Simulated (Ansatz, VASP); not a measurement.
# Two plane-wave programs on KF

The input INCAR:

```
PREC = Accurate
ENCUT = 520
EDIFF = 1E-7
ISMEAR = 0
SIGMA = 0.05
LREAL = False
LASPH = True
NELM = 80
ALGO = Normal
ISIF = 2
LWAVE = False
LCHARG = True
GGA = PE
LELF = True
LVHAR = True
NBANDS = 15
```

File KPOINTS:

```
Automatic mesh
0
Gamma
  8 8 8
```

The input POSCAR:

```
KF
1.0
    0.0000000000      2.6735000000      2.6735000000
    2.6735000000      0.0000000000      2.6735000000
    2.6735000000      2.6735000000      0.0000000000
K F
1 1
Direct
   -0.0046755190      0.0046755190      0.0046755190
    0.5000000000      0.5000000000      0.5000000000
```

Input for Ansatz:

```yaml
crystal:
  lattice:
    - [0.0, 2.6735, 2.6735]
    - [2.6735, 0.0, 2.6735]
    - [2.6735, 2.6735, 0.0]
  atoms:
    - { symbol: K, position: [-0.004675519, 0.004675519, 0.004675519] }
    - { symbol: F, position: [0.5, 0.5, 0.5] }
basis:
  ecutwfc: 420
kpoints:
  mp_grid: { grid: [8, 8, 8] }
hamiltonian:
  xc: pbe
scf:
  occupations: { method: gaussian, width: 0.05 }
output:
  forces: true
  stress: true
  eigenvalues: true
```

Change from the starting cell: all K atoms moved +0.025 Å, as atom 1 along Cartesian [1 0 0].

Alike in both runs: task single point; functional PBE; k mesh 8 × 8 × 8; occupations gaussian, width 0.05 eV; no spin polarisation.

|  | VASP | Ansatz |
| --- | --- | --- |
| version | VASP 6.6.1 | Ansatz 0.2.0 |
| potentials or method | VASP PAW PBE potentials, release 64 (K_sv, F) | scalar-relativistic, plane waves, PAW |
| plane-wave cutoff (eV) | 520 | 420 |
| valence electrons in the cell | 16 | 16 |

Ansatz gave:

```
gap on the k mesh at the Fermi level (eV) : 6.17
least direct gap on the mesh (eV)         : 6.17
pressure (GPa)                            : 1.3
rms of the force components (eV/Å)        : 0.023
```

**Question.** Which values does VASP return?

**Answer.** gap on the k mesh at the Fermi level (eV): 6.16; least direct gap on the mesh (eV): 6.16; pressure (GPa): 1.4; rms of the force components (eV/Å): 0.024.

Atom by atom the forces differ by 0.001 eV/Å (rms over components). With one functional, cell and mesh, what is left measures potentials, basis and numerics.

A k mesh can miss the band edges.
